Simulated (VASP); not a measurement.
Set up this calculation in VASP 6.6.1, as the native input.

```
Task                   : single point
Functional             : PBE
Potentials or basis    : VASP PAW PBE potentials, release 64 (Sb)
Cutoff                 : 520 eV
k mesh                 : 6 × 6 × 6
Occupations            : fermi-dirac, width 0.02 eV
Spin                   : no spin polarisation
Dipole correction      : no
Further INCAR settings : ALGO = Normal; EDIFF = 1e-06; NBANDS = 8
```

The structure of Sb lies in POSCAR:

```
Sb
1.0
    3.1600000000      0.0000000000      0.0000000000
    0.0000000000      3.1600000000      0.0000000000
    0.0000000000      0.0000000000      3.1600000000
Sb
1
Direct
    0.0000000000      0.0000000000      0.0000000000
```

This isn't the form of Sb at room conditions, which is rhombohedral.

These files were run (other wordings do the same):

INCAR

```
ALGO = Normal ; EDIFF = 1E-6
ENCUT = 520 ; GGA = PE
ISIF = 2 ; ISMEAR = -1
LASPH = True ; LCHARG = False
LREAL = False ; LWAVE = False
NBANDS = 8 ; NELM = 100
PREC = Accurate ; SIGMA = 0.02
```

KPOINTS

```
k-points
0
Gamma
  6 6 6
```

Potentials or basis: VASP PAW PBE potentials, release 64 (Sb).

Run with:

```console
$ cat potpaw_PBE.64/Sb/POTCAR > POTCAR
$ mpirun -np 1 vasp_std > vasp.out
```

It gave:

| Property | Result |
| --- | --- |
| Pressure | -1.3 GPa |
| Band gap on the k mesh | none (metal or under the smearing width) |

Run time: 3.3 s on 1 thread of Intel(R) Xeon(R) Platinum 8488C (Sapphire Rapids), on a shared host, peak memory 0.13 GiB.
